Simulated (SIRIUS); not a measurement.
**TiO: equation of state with PBEsol**

TiO:

```
Ti O
1.0
     3.03100    0.00000    0.00000
    -1.51550    2.62492    0.00000
     0.00000    0.00000    3.23770
Ti O
1 1
Direct
  0.66667 0.33333 0.00000
  0.00000 0.00000 0.50000
```

```
Program                                     : SIRIUS 7.12.0
Task                                        : equation of state
Functional                                  : PBEsol
Potentials or basis                         : PseudoDojo 0.4.1 PBEsol standard (scalar relativistic)
Cutoff                                      : 1152 eV
Density cutoff                              : 4606 eV
k mesh                                      : 10 × 10 × 8
Occupations                                 : fermi-dirac, width 0.05 eV
Spin                                        : no spin polarisation
Libxc names                                 : ["XC_GGA_X_PBE_SOL", "XC_GGA_C_PBE_SOL"]
Radial cutoff for the potentials' integrals : 6.5 bohr
```

```
Equilibrium volume : outside the volumes run
```

Energy against volume, from the lowest point:
| volume (Å³/atom) | energy (meV/atom) |
| --- | --- |
| 12.107 | 0.00 |
| 12.365 | 61.30 |
| 12.622 | 124.39 |
| 12.880 | 188.96 |
| 13.137 | 254.73 |
| 13.395 | 321.45 |
| 13.653 | 388.91 |

All runs of the series together: 7.3 min on 1 thread of Intel(R) Xeon(R) Platinum 8375C CPU @ 2.90GHz (Ice Lake), on a shared host.
